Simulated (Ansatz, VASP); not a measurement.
**One calculation of Ga, two programs**

The input INCAR:

```
SYSTEM = Ga
PREC = Accurate
ENCUT = 520
EDIFF = 1E-6
ISMEAR = 0
SIGMA = 0.1
LREAL = .FALSE.
LASPH = .TRUE.
NELM = 100
ALGO = Normal
ISIF = 2
LWAVE = .FALSE.
LCHARG = .FALSE.
GGA = PS
NBANDS = 34
```

KPOINTS

```
Automatic mesh
0
G
  6 6 4
  0 0 0
```

The input POSCAR:

```
Ga
1.0
    2.2160233304     -3.7989918401      0.0000000000
    2.2160233304      3.7989918401      0.0000000000
    0.0000000000      0.0000000000      4.5555035300
Ga
4
Direct
    0.6556957200      0.3443042800      0.4154013900
    0.8443042800      0.1556957200      0.9154013900
    0.3443042800      0.6556957200      0.5845986100
    0.1556957200      0.8443042800      0.0845986100
```

Input for Ansatz:

```yaml
crystal:
  lattice:
    - [2.2160233304, -3.7989918401, 0.0]
    - [2.2160233304, 3.7989918401, 0.0]
    - [0.0, 0.0, 4.55550353]
  atoms:
    - { symbol: Ga, position: [0.65569572, 0.34430428, 0.41540139] }
    - { symbol: Ga, position: [0.84430428, 0.15569572, 0.91540139] }
    - { symbol: Ga, position: [0.34430428, 0.65569572, 0.58459861] }
    - { symbol: Ga, position: [0.15569572, 0.84430428, 0.08459861] }
basis:
  ecutwfc: 420
kpoints:
  mp_grid: { grid: [6, 6, 4] }
hamiltonian:
  xc: pbesol
scf:
  occupations: { method: gaussian, width: 0.1 }
output:
  forces: true
  stress: true
  eigenvalues: true
```

Alike in both runs: task single point; functional PBEsol; k mesh 6 × 6 × 4; occupations gaussian, width 0.1 eV; no spin polarisation.

```csv
,VASP,Ansatz
version,VASP 6.6.1,Ansatz 0.2.0
potentials or method,"VASP PAW PBE potentials, release 64 (Ga_d)","scalar-relativistic, plane waves, PAW"
plane-wave cutoff (eV),520,420
valence electrons in the cell,52,52
```

|  | VASP | Ansatz | Ansatz less VASP |
| --- | --- | --- | --- |
| gap on the k mesh at the Fermi level (eV) | none | none | - |
| pressure (GPa) | -0.4 | -0.5 | -0.08 |
| largest component of the traceless stress (GPa) | 0.69 | 0.69 | 0.000 |
| rms of the force components (eV/Å) | 0.012 | 0.015 | +0.0037 |

Atom by atom the forces differ by 0.004 eV/Å (rms over components). A gap of «none» marks a metal or a gap that the smearing closes. With one functional, cell and mesh, what is left measures potentials, basis and numerics.

Caveats: the PAW data sets were made with another functional, which shifts forces and pressure a little (VASP).
